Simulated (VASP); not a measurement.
# C (Fd-3m) in VASP: notebook, part 3 of 3

VASP 6.6.1. The steps go on from the part before.

### Step 5. Dielectric tensor, LDA

Input file INCAR:

```
PREC = Accurate
ENCUT = 400
EDIFF = 1E-8
ISMEAR = 0
SIGMA = 0.01
LREAL = False
LASPH = True
NELM = 100
ALGO = Normal
ISIF = 2
LWAVE = False
LCHARG = False
GGA = CA
LEPSILON = True
```

Input file KPOINTS:

```
Automatic mesh
0
Gamma
  8 8 8
```

Input file POSCAR:

```
C
1.0
    0.0000000000      1.7833700000      1.7833700000
    1.7833700000      0.0000000000      1.7833700000
    1.7833700000      1.7833700000      0.0000000000
C
2
Direct
    0.7500000000      0.7500000000      0.7500000000
    0.5000000000      0.5000000000      0.5000000000
```

Potentials or basis: VASP PAW LDA potentials, release 64 (C).

The run is started by

```bash
cat potpaw_LDA.64/C/POTCAR > POTCAR
mpirun -np 1 vasp_std > vasp.out
```

OUTCAR:

```text
PREC = Accurate
   ENCUT = 400
   EDIFF = 1E-8
   ISMEAR = 0
   LREAL = False
   LASPH = True
   NELM = 100
   ISIF = 2
   GGA = CA
   LEPSILON = True

 Found     29 irreducible k-points:

 Following reciprocal coordinates:
            Coordinates               Weight
  0.000000  0.000000  0.000000      1.000000
  0.125000  0.000000  0.000000      8.000000
  0.250000  0.000000  0.000000      8.000000
  0.375000  0.000000  0.000000      8.000000
  0.500000  0.000000  0.000000      4.000000
  0.125000  0.125000  0.000000      6.000000
   k-points           NKPTS =     29   k-points in BZ     NKDIM =     29   number of bands    NBANDS=      8
   number of dos      NEDOS =    301   number of ions     NIONS =      2
   total plane-waves  NPLWV =   4096
   dimension x,y,z NGX =    16 NGY =   16 NGZ =   16
   dimension x,y,z NGXF=    32 NGYF=   32 NGZF=   32
   ions per type =               2
   NGX,Y,Z   is equivalent  to a cutoff of  10.55, 10.55, 10.55 a.u.
   NGXF,Y,Z  is equivalent  to a cutoff of  21.09, 21.09, 21.09 a.u.
 SYSTEM =  unknown system
   PREC   = accura    normal or accurate (medium, high low for compatibility)
   ISTART =      0    job   : 0-new  1-cont  2-samecut
   ICHARG =      2    charge: 1-file 2-atom 10-const
   ISPIN  =      1    spin polarized calculation?
   LNONCOLLINEAR =      F non collinear calculations
   LSORBIT =      F    spin-orbit coupling
   LASPH  =      T    aspherical Exc in radial PAW
   ENCUT  =  400.0 eV  29.40 Ry    5.42 a.u.   4.11  4.11  4.11*2*pi/ulx,y,z
   NELM   =    100;   NELMIN=  2; NELMDL= -5     # of ELM steps
   EDIFF  = 0.1E-07   stopping-criterion for ELM
   LREAL  =      F    real-space projection
   EDIFFG = 0.1E-06   stopping-criterion for IOM
   NSW    =      0    number of steps for IOM
   IBRION =     -1    ionic relax: 0-MD 1-quasi-New 2-CG
   NFREE  =      0    steps in history (QN), initial steepest desc. (CG)
   ISIF   =      2    stress and relaxation
   ISYM   =      2    0-nonsym 1-usesym 2-fastsym
   POTIM  = 0.5000    time-step for ionic-motion
   TEBEG  =    0.0;   TEEND  =   0.0 temperature during run
   PSTRESS=    0.0 pullay stress
   NELECT =       8.0000    total number of electrons
   NUPDOWN=      -1.0000    fix difference up-down
   EMIN   =  10.00;   EMAX   =-10.00  energy-range for DOS
   EFERMI =   0.00;   METHOD = LEGACY
   ISMEAR =     0;   SIGMA  =   0.01  broadening in eV -4-tet -1-fermi 0-gaus
   EFERMI_NEDOS =   21; number of points for ismear=-14 and -15
   IALGO  =     38    algorithm
   IMIX   =      4    mixing-type and parameters
     AMIX     =   0.40;   BMIX     =  1.00
     AMIX_MAG =   1.60;   BMIX_MAG =  1.00
  volume/ion in A,a.u.               =       5.67        38.28
  Fermi-wavevector in a.u.,A,eV,Ry     =   1.457203  2.753714 28.891161  2.123440
  Thomas-Fermi vector in A             =   2.574032
   LORBIT       =      0    0 simple, 1 ext, 2 COOP (PROOUT), +10 PAW based schemes
   GGA     = CA    functional components
   LHFCALC =     F    Hartree Fock is set to
   AEXX    =    0.0000 exact exchange contribution
   IVDW    =     0    specifies the selected vdW correction
   LEPSILON=     T    determine dielectric tensor
   LRPA    =     F    only Hartree local field effects (RPA)
 non-spin polarized calculation
 Gauss-broadening in eV      SIGMA  =   0.01
  energy-cutoff  :      400.00
  volume of cell :       11.34
 maximum number of plane-waves:       211
[... 82 lines left out ...]
  Direction    XX          YY          ZZ          XY          YZ          ZX
  --------------------------------------------------------------------------------------
  -------------------------------------------------------------------------------------
  Total       -1.0963026     -1.0963026     -1.0963026     -0.0000000      0.0000000      0.0000000
  in kB     -154.8412463   -154.8412463   -154.8412463     -0.0000000      0.0000000      0.0000000
  external PRESSURE =    -154.8412463 kB  Pullay stress =       0.0000000 kB

 VOLUME and BASIS-vectors are now :
 -----------------------------------------------------------------------------
  energy-cutoff  :      400.00
  volume of cell :       11.34
      direct lattice vectors                 reciprocal lattice vectors
     0.000000000  1.783370000  1.783370000    -0.280368067  0.280368067  0.280368067
     1.783370000  0.000000000  1.783370000     0.280368067 -0.280368067  0.280368067
     1.783370000  1.783370000  0.000000000     0.280368067  0.280368067 -0.280368067

 POSITION                                       TOTAL-FORCE (eV/Angst)
 -----------------------------------------------------------------------------------
      2.67505      2.67505      2.67505         0.000000      0.000000      0.000000
      1.78337      1.78337      1.78337        -0.000000     -0.000000     -0.000000
 -----------------------------------------------------------------------------------
    total drift:                                0.000000      0.000000      0.000000

  FREE ENERGIE OF THE ION-ELECTRON SYSTEM (eV)
  ---------------------------------------------------
  free  energy   TOTEN  =       -20.2463708459 eV

  energy  without entropy=      -20.2463708459  energy(sigma->0) =      -20.24637085

 HEAD OF MICROSCOPIC STATIC DIELECTRIC TENSOR (INDEPENDENT PARTICLE, excluding Hartree and local field effects)
 ------------------------------------------------------
           6.040907    -0.000000     0.000000
          -0.000000     6.040907     0.000000
           0.000000     0.000000     6.040907
 ------------------------------------------------------

 Free energy of the ion-electron system (eV)
  ---------------------------------------------------
  ---------------------------------------------------
  free energy    TOTEN  =        -0.16128221 eV

  energy without entropy =       -0.16128221

------------------------ aborting loop because EDIFF is reached ----------------------------------------

--------------------------------------- Ionic step        2  -------------------------------------------

------------------------ aborting loop because EDIFF is reached ----------------------------------------

--------------------------------------- Ionic step        3  -------------------------------------------

 Free energy of the ion-electron system (eV)
  ---------------------------------------------------
  ---------------------------------------------------
  free energy    TOTEN  =        -0.16128084 eV

  energy without entropy =       -0.16128084

------------------------ aborting loop because EDIFF is reached ----------------------------------------

 PIEZOELECTRIC TENSOR FIELD DIRECTION 3  (e Angst)
 -----------------------------------------------------------------------------
     0.00011  0.00000  0.00000           ( -0.00000 -0.00000  0.00000)
    -0.00000  0.00011  0.00000           ( -0.00000 -0.00000  0.00000)
     0.00000  0.00000 -0.00062           (  0.00000  0.00000 -0.00001)

 PIEZOELECTRIC TENSOR FIELD DIRECTION 3  (C/m^2)
 -----------------------------------------------------------------------------
     0.00016  0.00000  0.00000
    -0.00000  0.00016  0.00000
     0.00000  0.00000 -0.00087

 MACROSCOPIC STATIC DIELECTRIC TENSOR (including local field effects in DFT)
 ------------------------------------------------------
           5.860066    -0.000000     0.000000
          -0.000000     5.860066     0.000000
          -0.000000    -0.000000     5.860066
 ------------------------------------------------------

 PIEZOELECTRIC TENSOR (including local field effects)  for field in x, y, z        (e  Angst)
          XX          YY          ZZ          XY          YZ          ZX
  --------------------------------------------------------------------------------
  x    -0.00000    -0.00000    -0.00000     0.00000     0.00000    -0.00000
  y     0.00000     0.00000     0.00000    -0.00000     0.00000     0.00000
  z     0.00000     0.00000     0.00000    -0.00000    -0.00000     0.00000

 PIEZOELECTRIC TENSOR (including local field effects)  for field in x, y, z        (C/m^2)
          XX          YY          ZZ          XY          YZ          ZX
  --------------------------------------------------------------------------------
  x    -0.00000    -0.00000    -0.00000     0.00000     0.00000    -0.00000
  y     0.00000     0.00000     0.00000    -0.00000     0.00000     0.00000
  z     0.00000     0.00000     0.00000    -0.00000    -0.00000     0.00000

 BORN EFFECTIVE CHARGES (including local field effects) (in |e|, cummulative output)
 ---------------------------------------------------------------------------------
 ion    1
    1    -0.00000    -0.00000     0.00000
    2     0.00000    -0.00000     0.00000
    3     0.00000    -0.00000    -0.00000
 ion    2
    1     0.00000     0.00000     0.00000
    2    -0.00000     0.00000    -0.00000
    3     0.00000     0.00000     0.00000
```

stdout:

```text
POSCAR found type information on POSCAR C
 POSCAR found :  1 types and       2 ions
 scaLAPACK will be used
 LDA part: xc-table for (Slater(with rela. corr.)+CA(PZ))
 , standard interpolation
 POSCAR, INCAR and KPOINTS ok, starting setup
 FFT: planning ... GRIDC
 FFT: planning ... GRID_SOFT
 FFT: planning ... GRID
 WAVECAR not read
 entering main loop
 Linear response reoptimize wavefunctions to high precision
 Linear response G [H, r] |phi>, progress :
  Direction:   1
 Linear response G [H, r] |phi>, progress :
  Direction:   2
 Linear response G [H, r] |phi>, progress :
  Direction:   3
 Linear response to external field (no local field effect), progress :
  Direction:   1
 dielectric tensor                  component  1 :     7.040     2.764     0.769
 Linear response to external field (no local field effect), progress :
  Direction:   2
 dielectric tensor                  component  2 :     2.764     7.015    -0.951
 Linear response to external field (no local field effect), progress :
  Direction:   3
 dielectric tensor                  component  3 :     0.769    -0.951     4.068
 Linear response to external field, progress :
  Direction:   1
 dielectric tensor                  component  1 :     5.860     1.864     0.490
 Linear response to external field, progress :
  Direction:   2
 dielectric tensor                  component  2 :     1.614     5.860    -0.333
 Linear response to external field, progress :
  Direction:   3
 dielectric tensor                  component  3 :     0.180     1.022     5.860
 Born effective charges drift removed
```

Run time: 9.8 s. Hardware: 1 thread of Intel Xeon Platinum 8559C (Emerald Rapids), shared host; peak memory 0.11 GiB.

The run converged, but some of its settings lie outside the range that counts as converged, so its numbers aren't taken as properties of the crystal.

Results:

| Property | Result |
| --- | --- |
| Band gap on the k mesh | 4.08 eV, indirect (least direct gap 5.54 eV) |
| Electronic dielectric tensor (diagonal) | 5.86 |
| Born charges (mean of the diagonal) | C +0.00 e |

Caveat: the cutoff is under 1.25 times the usual one of these potentials, so pressure, stress and relaxed cells hold a basis-set (Pulay) error.

### Step 6. Dielectric tensor, LDA

Edit INCAR of step 5 so:

```diff
@@ -2,3 +2,3 @@
 ENCUT = 400
-EDIFF = 1E-8
+EDIFF = 1E-5
 ISMEAR = 0
```

KPOINTS is that of step 5.

POSCAR is that of step 5.

Potentials or basis: VASP PAW LDA potentials, release 64 (C).

The run is started by

```bash
cat potpaw_LDA.64/C/POTCAR > POTCAR
mpirun -np 1 vasp_std > vasp.out
```

OUTCAR:

```text
PREC = Accurate
   ENCUT = 400
   EDIFF = 1E-5
   ISMEAR = 0
   LREAL = False
   LASPH = True
   NELM = 100
   ISIF = 2
   GGA = CA
   LEPSILON = True

 Found     29 irreducible k-points:

 Following reciprocal coordinates:
            Coordinates               Weight
  0.000000  0.000000  0.000000      1.000000
  0.125000  0.000000  0.000000      8.000000
  0.250000  0.000000  0.000000      8.000000
  0.375000  0.000000  0.000000      8.000000
  0.500000  0.000000  0.000000      4.000000
  0.125000  0.125000  0.000000      6.000000
   k-points           NKPTS =     29   k-points in BZ     NKDIM =     29   number of bands    NBANDS=      8
   number of dos      NEDOS =    301   number of ions     NIONS =      2
   total plane-waves  NPLWV =   4096
   dimension x,y,z NGX =    16 NGY =   16 NGZ =   16
   dimension x,y,z NGXF=    32 NGYF=   32 NGZF=   32
   ions per type =               2
   NGX,Y,Z   is equivalent  to a cutoff of  10.55, 10.55, 10.55 a.u.
   NGXF,Y,Z  is equivalent  to a cutoff of  21.09, 21.09, 21.09 a.u.
 SYSTEM =  unknown system
   PREC   = accura    normal or accurate (medium, high low for compatibility)
   ISTART =      0    job   : 0-new  1-cont  2-samecut
   ICHARG =      2    charge: 1-file 2-atom 10-const
   ISPIN  =      1    spin polarized calculation?
   LNONCOLLINEAR =      F non collinear calculations
   LSORBIT =      F    spin-orbit coupling
   LASPH  =      T    aspherical Exc in radial PAW
   ENCUT  =  400.0 eV  29.40 Ry    5.42 a.u.   4.11  4.11  4.11*2*pi/ulx,y,z
[... 176 lines left out ...]

  energy without entropy =       -0.16128164

------------------------ aborting loop because EDIFF is reached ----------------------------------------

 PIEZOELECTRIC TENSOR FIELD DIRECTION 3  (e Angst)
 -----------------------------------------------------------------------------
     0.00011 -0.00000  0.00000           ( -0.00000 -0.00000  0.00000)
    -0.00000  0.00011  0.00000           ( -0.00000 -0.00000  0.00000)
     0.00000  0.00000 -0.00062           (  0.00000  0.00000 -0.00001)

 PIEZOELECTRIC TENSOR FIELD DIRECTION 3  (C/m^2)
 -----------------------------------------------------------------------------
     0.00016 -0.00000  0.00000
    -0.00000  0.00016  0.00000
     0.00000  0.00000 -0.00087

 MACROSCOPIC STATIC DIELECTRIC TENSOR (including local field effects in DFT)
 ------------------------------------------------------
           5.860086     0.000000    -0.000000
           0.000000     5.860086     0.000000
          -0.000000     0.000000     5.860086
 ------------------------------------------------------

 PIEZOELECTRIC TENSOR (including local field effects)  for field in x, y, z        (e  Angst)
          XX          YY          ZZ          XY          YZ          ZX
  --------------------------------------------------------------------------------
  x     0.00000     0.00000    -0.00000     0.00000     0.00000     0.00000
  y     0.00000     0.00000     0.00000     0.00000    -0.00000     0.00000
  z     0.00000    -0.00000     0.00000     0.00000     0.00000     0.00000

 PIEZOELECTRIC TENSOR (including local field effects)  for field in x, y, z        (C/m^2)
          XX          YY          ZZ          XY          YZ          ZX
  --------------------------------------------------------------------------------
  x     0.00000     0.00000    -0.00000     0.00000     0.00000     0.00000
  y     0.00000     0.00000     0.00000     0.00000    -0.00000     0.00000
  z     0.00000    -0.00000     0.00000     0.00000     0.00000     0.00000

 BORN EFFECTIVE CHARGES (including local field effects) (in |e|, cummulative output)
 ---------------------------------------------------------------------------------
 ion    1
    1    -0.00000     0.00000     0.00000
    2     0.00000     0.00000     0.00000
    3    -0.00000    -0.00000    -0.00000
 ion    2
    1     0.00000     0.00000     0.00000
    2     0.00000    -0.00000     0.00000
    3     0.00000     0.00000     0.00000
```

OSZICAR:

```text
N       E                     dE             d eps       ncg     rms          rms(c)
DAV:   1    -0.923008223153E+01   -0.92301E+01   -0.44773E+03   528   0.779E+02
DAV:   2    -0.209844073969E+02   -0.11754E+02   -0.11340E+02   744   0.882E+01
DAV:   3    -0.210389684930E+02   -0.54561E-01   -0.54561E-01   512   0.751E+00
[... 78 lines left out ...]
RMM:   2    -0.157994749060E+00   -0.36617E-02   -0.11591E-03  1479   0.303E-01    0.713E-01
RMM:   3    -0.155650899512E+00    0.23438E-02   -0.86032E-04  1450   0.271E-01    0.415E-01
RMM:   4    -0.160865649854E+00   -0.52148E-02   -0.12592E-03  1463   0.332E-01    0.321E-02
RMM:   5    -0.161260559429E+00   -0.39491E-03   -0.14524E-05  1479   0.353E-02    0.293E-03
RMM:   6    -0.161278036810E+00   -0.17477E-04   -0.88714E-08  1180   0.294E-03    0.147E-03
RMM:   7    -0.161281642951E+00   -0.36061E-05   -0.33177E-09   576   0.139E-03    0.107E-04
```

Wall time 9.9 s (1 thread of Intel Xeon Platinum 8559C (Emerald Rapids), shared host); peak memory 0.11 GiB.

These settings aren't checked as converged: the numbers below hold their error.

What came out:

| Quantity | Value |
| --- | --- |
| Band gap on the k mesh | 4.08 eV, indirect (least direct gap 5.54 eV) |
| Electronic dielectric tensor (diagonal) | 5.86 |
| Born charges (mean of the diagonal) | C +0.00 e |

Caveat: the cutoff is under 1.25 times the usual one of these potentials, so pressure, stress and relaxed cells hold a basis-set (Pulay) error.

### Step 7. The reference run

An earlier run on the cell as given: functional PBE; potentials or basis VASP PAW PBE potentials, release 64 (C); cutoff 520 eV; k mesh 13 × 13 × 13; occupations fermi-dirac, width 0.05 eV; no spin polarisation.

* Pressure: 2.5 GPa
* Band gap on the k mesh: 4.14 eV, indirect (least direct gap 5.59 eV)
